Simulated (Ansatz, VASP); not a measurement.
**Al: VASP beside Ansatz**

The input INCAR:

```
  ALGO = Normal
  EDIFF = 1E-7
  ENCUT = 520
  GGA = PS
  ISIF = 2
  ISMEAR = 0
  LASPH = T
  LCHARG = T
  LELF = T
  LREAL = F
  LVHAR = T
  LWAVE = F
  NBANDS = 8
  NELM = 100
  PREC = Accurate
  SIGMA = 0.15
```

File KPOINTS:

```
k-points
0
Gamma
  20 20 20
```

Contents of POSCAR:

```
Al
1.0
    0.0000000000      1.9733805000      1.9733805000
    1.9733805000      0.0000000000      1.9733805000
    1.9733805000      1.9733805000      0.0000000000
Al
1
Direct
    0.0000000000      0.0000000000      0.0000000000
```

Input for Ansatz:

```yaml
crystal:
  lattice:
    - [0.0, 1.9733805, 1.9733805]
    - [1.9733805, 0.0, 1.9733805]
    - [1.9733805, 1.9733805, 0.0]
  atoms:
    - { symbol: Al, position: [0.0, 0.0, 0.0] }
basis:
  ecutwfc: 420
kpoints:
  mp_grid: { grid: [20, 20, 20] }
hamiltonian:
  xc: pbesol
scf:
  occupations: { method: gaussian, width: 0.15 }
output:
  forces: true
  stress: true
  eigenvalues: true
  write_density: true
  write_potential: true
  elf: true
  volumetric_format: npy
```

Change from the starting cell: strain -0.025 along x and y, -0.025 along z, atoms carried along.

Alike in both runs: task single point; functional PBEsol; k mesh 20 × 20 × 20; occupations gaussian, width 0.15 eV; no spin polarisation.

|  | VASP | Ansatz |
| --- | --- | --- |
| version | VASP 6.6.1 | Ansatz 0.2.0 |
| potentials or method | VASP PAW PBE potentials, release 64 (Al) | scalar-relativistic, plane waves, PAW |
| plane-wave cutoff (eV) | 520 | 420 |
| valence electrons in the cell | 3 | 3 |

|  | VASP | Ansatz | Ansatz less VASP |
| --- | --- | --- | --- |
| gap on the k mesh at the Fermi level (eV) | none | none | - |
| pressure (GPa) | 4.7 | 4.7 | -0.09 |

A gap of «none» marks a metal or a gap that the smearing closes.

Caveats: the PAW data sets were made with another functional, which shifts forces and pressure a little (VASP).
